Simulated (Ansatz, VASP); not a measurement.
**Two plane-wave programs on AgI (Iodargyrite)**

File INCAR:

```
ALGO = Normal
EDIFF = 1E-7
ENCUT = 520
GGA = PE
ISIF = 2
ISMEAR = -1
LASPH = T
LCHARG = F
LREAL = F
LWAVE = F
NBANDS = 26
NELM = 80
PREC = Accurate
SIGMA = 0.05
```

File KPOINTS:

```
k-points
0
Gamma
  7 7 4
```

Contents of POSCAR:

```
AgI
1.0
    4.6800228549      0.0000000000      0.0000000000
   -2.3400114275      4.0530186827      0.0000000000
    0.0000000000      0.0000000000      7.6674884246
I Ag
2 2
Direct
    0.3333333333      0.6666666667      0.5000000000
    0.6666666667      0.3333333333      0.0000000000
    0.3333333333      0.6666666667      0.1300000000
    0.6666666667      0.3333333333      0.6300000000
```

The input input.yaml:

```yaml
crystal:
  lattice:
    - [4.6800228549, 0.0, 0.0]
    - [-2.3400114275, 4.0530186827, 0.0]
    - [0.0, 0.0, 7.6674884246]
  atoms:
    - { symbol: I, position: [0.3333333333, 0.6666666667, 0.5] }
    - { symbol: I, position: [0.6666666667, 0.3333333333, 0.0] }
    - { symbol: Ag, position: [0.3333333333, 0.6666666667, 0.13] }
    - { symbol: Ag, position: [0.6666666667, 0.3333333333, 0.63] }
hamiltonian:
  xc: pbe
  pseudopotentials: { kind: paw }
kpoints:
  mp_grid: { grid: [7, 7, 4] }
scf:
  occupations: { method: fermi_dirac, width: 0.05 }
output:
  forces: true
  stress: true
  eigenvalues: true
  write_density: true
  write_potential: true
  elf: true
  volumetric_format: npy
```

Change from the starting cell: volume scaled by 1.06.

Alike in both runs: task single point; functional PBE; k mesh 7 × 7 × 4; occupations fermi-dirac, width 0.05 eV; no spin polarisation.

|  | VASP | Ansatz |
| --- | --- | --- |
| version | VASP 6.6.1 | Ansatz 0.2.0 |
| potentials or method | VASP PAW PBE potentials, release 64 (I, Ag) | Ansatz PAW |
| plane-wave cutoff (eV) | 520 | 420 |
| valence electrons in the cell | 36 | 72 |

Ansatz gave:

| Item | Value |
| --- | --- |
| gap on the k mesh at the Fermi level (eV) | 1.37 |
| least direct gap on the mesh (eV) | 1.37 |
| pressure (GPa) | 0.0 |
| largest component of the traceless stress (GPa) | 0.25 |
| rms of the force components (eV/Å) | 0.037 |

Problem. What did VASP give for the same quantities?

Solution. gap on the k mesh at the Fermi level (eV): 1.38; least direct gap on the mesh (eV): 1.38; pressure (GPa): 0.0; largest component of the traceless stress (GPa): 0.25; rms of the force components (eV/Å): 0.037.

Atom by atom the forces differ by 0.000 eV/Å (rms over components). The two sets of potentials don't hold the same shells in valence.

Caveats: spin-orbit coupling is left out, which moves the levels of the heavy elements; odd divisions of the mesh miss points on the zone boundary, where band edges often lie, so the gap on the mesh can be too wide (Ansatz).
